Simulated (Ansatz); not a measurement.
The system is Sb.

```xyz
1
Lattice="3.4145 0.0000 0.0000 0.6603 3.3501 0.0000 -2.0374 -1.6750 2.1684" Properties=species:S:1:pos:R:3 pbc="T T T"
Sb    0.0000    0.0000    0.0000
```

This isn't the form of Sb at room conditions, which is rhombohedral.

The cell isn't the ideal one: volume scaled by 0.92.

- Program: Ansatz 0.2.0
- Task: relaxation of cell and atoms
- Functional: PBE
- Potentials or basis: all-electron LAPW, scalar-relativistic
- Basis error allowed: 0.001 eV/atom
- k mesh: 12 × 12 × 12
- Occupations: gaussian, width 0.05 eV
- Spin: no spin polarisation

At the start: volume 24.80 Å³/atom.

Problem. Where does the relaxation end?

Solution. Over 8 steps the energy falls by 73.5 meV/atom and the volume is 27.62 Å³/atom (+11.3 %); space group I4/mmm (No. 139, to 0.05 Å).

The path:
```csv
step,energy change (eV),largest force (eV/Å),volume (Å³)
1,0.0000,0.0000,24.80
2,-0.0692,0.0000,28.24
3,-0.0716,0.0000,27.79
4,-0.0728,0.0000,27.47
5,-0.0733,0.0000,27.47
6,-0.0735,0.0000,27.59
7,-0.0735,0.0000,27.62
8,-0.0735,0.0000,27.62
```

Final structure:
```yaml
crystal:
  lattice:
    - [3.49776, -0.07834, 0.00000]
    - [0.59957, 3.44687, 0.00000]
    - [-2.04866, -1.68427, 2.28181]
  atoms:
    - { symbol: Sb, position: [0.00000, 0.00000, 0.00000] }
```
